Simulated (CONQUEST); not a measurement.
CdSe (Cadmoselite):

```xyz
8
Lattice="4.3000 0.0000 0.0000 0.0000 7.0200 0.0000 0.0000 0.0000 7.4478" Properties=species:S:1:pos:R:3 pbc="T T T"
Cd    2.1404    3.5110    6.2088
Cd    4.2904    3.5110    2.4849
Cd    0.0446    0.0033    4.9866
Cd    2.1946    0.0033    1.2627
Se    2.1087    6.1770    6.2343
Se    4.2587    6.1770    2.5104
Se    2.1442    2.6964    1.2187
Se    4.2942    2.6964    4.9427
```

The cell isn't the ideal one: atoms moved at random, drawn with an rms of 0.05 Å.

Base run:

```yaml
Program: CONQUEST 1.3
Functional: PBE
Potentials_or_basis: PseudoDojo NC PBE, SZP, grid cutoff 120 Ha
k_mesh: 6 × 4 × 4
Occupations: fermi-dirac, width 0.05 eV
Spin: no spin polarisation
```

Its results: band gap on the k mesh 1.02 eV; pressure 5.1 GPa; largest force 0.689 eV/Å.

Task: The run is repeated on the same cell with these changes: potentials or basis from PseudoDojo NC PBE, SZP, grid cutoff 120 Ha to PseudoDojo NC PBE, DZ, grid cutoff 120 Ha. What comes out?

Result: Band gap on the k mesh 0.58 eV; pressure 4.4 GPa; largest force 0.627 eV/Å.

Caveats: the atomic basis is small; the basis of atomic orbitals isn't converged, which shifts pressures, moduli and gaps; the box holds several primitive cells, so bands are folded and the points are those of the box's own zone (some runs).

A k mesh can miss the band edges.
